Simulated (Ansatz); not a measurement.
SnSe₂ in the CdI2-type structure was relaxed with 3 functionals in the plane-wave code Ansatz, cell and atoms free, the symmetry of the start kept (meshes: PBE-D3(BJ) 12×12×4, r2SCAN+rVV10 12×12×4, PBE-D4 12×12×4). Spin-unpolarised throughout.

The PBE-D4 result:
```
Sn Se
1.0
     3.83733    0.00000    0.00000
    -1.91867    3.32323    0.00000
     0.00000    0.00000    6.00007
Sn Se
1 2
Direct
  0.00000 0.00000 0.00000
  0.33333 0.66667 0.26574
  0.66667 0.33333 0.73426
```

It is trigonal, P-3m1 (No. 164); a = 3.837 Å, c = 6.000 Å in the conventional setting, 25.50 Å³ an atom. Sn is surrounded by 6 Se at 2.73 Å; Se is surrounded by 3 Sn at 2.73 Å.

Q: How does the cell change with PBE-D3(BJ)?

A: a = 3.839 Å, c = 6.004 Å; the volume differs by +0.1 % from PBE-D4's. Around Sn lie 6 Se at 2.73 Å; around Se lie 3 Sn at 2.73 Å.

Q: What lattice does r2SCAN+rVV10 give?

A: a = 3.825 Å, c = 6.227 Å; the volume differs by +3.1 % from PBE-D4's. Sn has 6 Se at 2.71 Å; Se has 3 Sn at 2.71 Å.

Q: How do the relaxed cells compare with measured ones?

A:
Comparison with experiment:
- Lattice constant a, measured 3.83 Å: PBE-D3(BJ) 3.839 (+0.2 %), r2SCAN+rVV10 3.825 (-0.1 %), PBE-D4 3.837 (+0.2 %). Source: 3.83 ± 0.02 Å (a; HRTEM; a from HRTEM images, limited precision; measurement temperature not stated; “Temperature Dependent Excitonic Transition Energy and Enhanced Electron-Phonon Coupling in Layered Ternary SnS2-xSex Semiconductors with Fully Tunable Stoichiometry”, 2021, pmc:8069899).
- Lattice constant c, measured 6.12 Å: PBE-D3(BJ) 6.004 (-1.9 %), r2SCAN+rVV10 6.227 (+1.7 %), PBE-D4 6.000 (-2.0 %). Source: 6.12 ± 0.02 Å (c; XRD; measurement temperature not stated; “Temperature Dependent Excitonic Transition Energy and Enhanced Electron-Phonon Coupling in Layered Ternary SnS2-xSex Semiconductors with Fully Tunable Stoichiometry”, 2021, pmc:8069899).
The calculated lattice is static; the measured one holds thermal expansion and zero-point motion. Reports marked as nanostructured, strained, doped, implanted or mixed samples, and transport gaps, were set aside.

Spin-orbit coupling is left out, which matters wherever the heavy atoms make up the band edges.
